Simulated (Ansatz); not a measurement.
## P in Ansatz: the effect of target pressure

The system is P.

```
P
1.0
     1.64774   -5.46504    0.00000
     1.64774    5.46504    0.00000
     0.00000    0.00000    4.54364
P
4
Cartesian
  1.6477 -4.4173 2.6754
  1.6477 4.4173 1.8683
  1.6477 -1.0477 0.4035
  1.6477 1.0477 4.1401
```

Alike in all runs:

| Quantity | Value |
| --- | --- |
| Program | Ansatz 0.2.0 |
| Task | relaxation of cell and atoms |
| Functional | PBE |
| Potentials or basis | Ansatz PAW |
| Cutoff | 420 eV (not typed: the program's choice for these potentials) |
| k mesh | 8 × 8 × 6 |
| Occupations | fermi-dirac, width 0.05 eV |
| Spin | no spin polarisation |

Each run relaxes the cell or the atoms first.

Task: One run gave: relaxed volume 18.73 Å³/atom. Which target pressure did it use?
A. 30 GPa
B. 0 GPa
C. 2 GPa
D. 10 GPa
E. 20 GPa

Result: C.

| target pressure | relaxed volume (Å³/atom) |
| --- | --- |
| 0 GPa | 21.25 |
| 2 GPa | 18.73 |
| 5 GPa | 16.87 |
| 10 GPa | 15.26 |
| 20 GPa | 13.64 |
| 30 GPa | 12.21 |

Caveats: the plane-wave basis is chosen anew once the cell has moved, so the energies of steps on either side of that aren't comparable; the volume moved by over 15 % at a fixed basis, so the end points are rough (some runs).
